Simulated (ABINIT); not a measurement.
Set up this calculation in ABINIT 10.8.3 (patched build), as the native input.

```
Task                                            : equation of state
Functional                                      : AM05
Potentials or basis                             : JTH PAW PBE v2.0
Cutoff                                          : 544 eV
k mesh                                          : 7 × 7 × 7
Occupations                                     : fermi-dirac, width 0.05 eV
Spin                                            : no spin polarisation
Fine-grid cutoff                                : 1088.46 eV
Exchange and correlation inside the PAW spheres : full angular mesh (pawxcdev 0, this build's default; the released program takes 1)
```

BaS:

```
CELL_PARAMETERS angstrom
0.00000 3.19375 3.19375
3.19375 0.00000 3.19375
3.19375 3.19375 0.00000
ATOMIC_POSITIONS crystal
Ba 0.00000 0.00000 0.00000
S 0.50000 0.50000 0.50000
```

The input as run:

run.abi

```
# Datasets: one volume each
ndtset 7
getwfk -1
scalecart1 3*0.9795861087
scalecart2 3*0.9864848297
scalecart3 3*0.9932883884
scalecart4 3*1.0000000000
scalecart5 3*1.0066227096
scalecart6 3*1.0131594038
scalecart7 3*1.0196128224

# Pseudopotentials
pp_dirpath "./"
pseudos "Ba.GGA_PBE-JTH.xml, S.GGA_PBE-JTH.xml"

# Structure
acell 3*1.0 Angstrom
rprim
     0.0000000000     3.1937500000     3.1937500000
     3.1937500000     0.0000000000     3.1937500000
     3.1937500000     3.1937500000     0.0000000000
ntypat 2
znucl 56 16
natom 2
typat 1 2
xred
     0.0000000000     0.0000000000     0.0000000000
     0.5000000000     0.5000000000     0.5000000000

# Plane-wave basis
ecut 544.227725 eV
pawecutdg 40.0

# k points
kptopt 1
ngkpt 7 7 7
nshiftk 1
shiftk 0.0 0.0 0.0

# Exchange and correlation
ixc -120135

# Bands and occupations
nband 12
occopt 3
tsmear 0.05 eV

# SCF cycle
nstep 100
tolvrs 1.0e-9

# Output
iomode 3
prtwf 1
prtden 0
prteig 0
prtebands 0
enunit 2
```

Potentials or basis: JTH PAW PBE v2.0.

The run is started by

```sh
$ abinit run.abi > log 2>&1
```

Results of the run:

```yaml
Equilibrium_volume: "32.57 Å³/atom (rough: see the caveat)"
Bulk_modulus: 43 GPa (rough)
```

Caveat: pressures at fixed basis lie under the slope of the energies; this set's barium file shifts pressures by 1.5 GPa and gaps by 0.1 eV against other sets; the PAW data sets were made with another functional, which shifts forces and pressure a little; the fit is rough or its minimum lies at the end of the range.

Run time: 110 s on 1 thread of Arm Neoverse V2, on a shared host, peak memory 0.15 GiB.
